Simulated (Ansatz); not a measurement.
Computed with Ansatz 0.2.0, DFT PBE, scalar-relativistic, plane waves, PAW. Settings: cutoff 420 eV, Γ-centred meshes spaced at most about 0.3 Å⁻¹, and about 0.25 Å⁻¹ or finer for metals (2π included), Gaussian smearing. No spin polarisation.

These are static total energies at zero pressure.

Question: Order these relaxed structures of Mo3H by energy, lowest first, with the energy over the lowest of them.
1.

Space group C2/m (No. 12). a = 4.576 Å, b = 3.135 Å, c = 7.104 Å, α = 90.00°, β = 102.46°, γ = 90.00°
```csv
atom,site,symmetry,x,y,z
H,2c,2/m,0.0000,0.0000,0.5000
Mo,4i,m,0.9007,0.5000,0.6830
Mo,2a,2/m,0.0000,0.0000,0.0000
```

2.

Space group I-4m2 (No. 119). a = 3.228 Å, b = 3.228 Å, c = 9.684 Å, α = 90.00°, β = 90.00°, γ = 90.00°
| atom | site | symmetry | x | y | z |
| --- | --- | --- | --- | --- | --- |
| H | 2d | -4m2 | 0.5000 | 0.0000 | 0.2500 |
| Mo | 4e | 2mm. | 0.5000 | 0.5000 | 0.1577 |
| Mo | 2a | -4m2 | 0.0000 | 0.0000 | 0.0000 |

3.

Space group Pm-3m (No. 221). a = 3.798 Å, b = 3.798 Å, c = 3.798 Å, α = 90.00°, β = 90.00°, γ = 90.00°
```tsv
atom	site	symmetry	x	y	z
H	1a	m-3m	0.0000	0.0000	0.0000
Mo	3c	4/mm.m	0.0000	0.5000	0.5000
```

4.

Space group I4/mmm (No. 139). a = 3.126 Å, b = 3.126 Å, c = 10.273 Å, α = 90.00°, β = 90.00°, γ = 90.00°
| atom | site | symmetry | x | y | z |
| --- | --- | --- | --- | --- | --- |
| H | 2b | 4/mmm | 0.5000 | 0.5000 | 0.0000 |
| Mo | 4e | 4mm | 0.5000 | 0.5000 | 0.1807 |
| Mo | 2a | 4/mmm | 0.0000 | 0.0000 | 0.0000 |

5.

Space group P6_322 (No. 182). a = 4.934 Å, b = 4.934 Å, c = 4.778 Å, α = 90.00°, β = 90.00°, γ = 120.00°
```tsv
atom	site	symmetry	x	y	z
H	2c	3.2	0.3333	0.6667	0.2500
Mo	6g	.2.	0.6900	0.6900	0.0000
```

Answer: 1 (0 meV/atom), 2 (53 meV/atom), 4 (67 meV/atom), 5 (153 meV/atom), 3 (824 meV/atom). Forms: cell 1 C2/m; cell 2 I-4m2; cell 4 I4/mmm; cell 5 P6_322; cell 3 Cu3Au (L1_2) type, Pm-3m. Counting Mo atoms around H (those within 1.25 times the shortest such distance or 1.15 times the sum of covalent radii, 1.27 where that leaves under three; a plus sign parts nearer from farther groups; the shortest distance is added where it exceeds 1.18 times the sum of covalent radii): cell 1 has H 6; cell 2 has H 4; cell 4 has H 2+4; cell 5 has H 6; cell 3 has H 12 from 2.7 Å. Origin: cell 1, invented, then shaken at random and relaxed again; cell 2, cell 3, cell 4 and cell 5, invented. Even the lowest of the cells shown lies +0.10 eV/atom against the elements.

The k mesh leaves some 4 meV/atom of noise in the energy of each metallic cell. With hydrogen, zero-point motion can shift such differences by 10 meV/atom or more. Cells relaxed within their symmetry can be saddle points. Some types were kept out of the candidates beforehand, so the set may lack a known form.
